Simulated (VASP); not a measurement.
Write the native input for VASP 6.6.1 that does the following.

* Task: relaxation of cell and atoms
* Functional: PBE
* Potentials or basis: VASP PAW PBE potentials, release 64 (Pb_d, Se)
* Cutoff: 600 eV
* k mesh: 10 × 10 × 10
* Occupations: gaussian, width 0.03 eV
* Spin: no spin polarisation
* Further INCAR settings: ALGO = Normal; EDIFF = 1e-06; IBRION = 2; EDIFFG = -0.01; NSW = 90; ISIF = 3

The structure of PbSe lies in POSCAR:

```
PbSe
1.0
    0.0000000000      3.0606500000      3.0606500000
    3.0606500000      0.0000000000      3.0606500000
    3.0606500000      3.0606500000      0.0000000000
Pb Se
1 1
Direct
    0.0000000000      0.0000000000      0.0000000000
    0.5000000000      0.5000000000      0.5000000000
```

One way to write it, as run:

INCAR

```
PREC = Accurate
ENCUT = 600
EDIFF = 1E-6
ISMEAR = 0
SIGMA = 0.03
LREAL = F
LASPH = T
NELM = 80
ALGO = Normal
ISIF = 3
LWAVE = F
LCHARG = F
GGA = PE
IBRION = 2
NSW = 90
EDIFFG = -0.01
```

KPOINTS

```
Automatic mesh
0
Gamma
  10 10 10
```

Potentials or basis: VASP PAW PBE potentials, release 64 (Pb_d, Se).

Run with:

```sh
$ cat potpaw_PBE.64/Pb_d/POTCAR potpaw_PBE.64/Se/POTCAR > POTCAR
$ mpirun -np 1 vasp_std > vasp.out
```

Results of the run:

```
Relaxed volume                         : 30.05 Å³/atom
Relaxed cell                           : a = 4.397 Å, b = 4.397 Å, c = 4.397 Å, α = 60.00°, β = 60.00°, γ = 60.00°
Space group after relaxing (to 0.05 Å) : Fm-3m (No. 225)
Energy gained by relaxing              : 10.1 meV/atom
Ionic steps                            : 3
Pressure after relaxing                : 0.0 GPa
Band gap on the k mesh                 : 0.44 eV, direct
```

Caveat: spin-orbit coupling is left out, which as a rule narrows the gap of such compounds by several tenths of an eV.

It took 41 s on 1 thread of Intel(R) Xeon(R) 6975P-C (Granite Rapids) (shared host), peak memory 0.24 GiB.
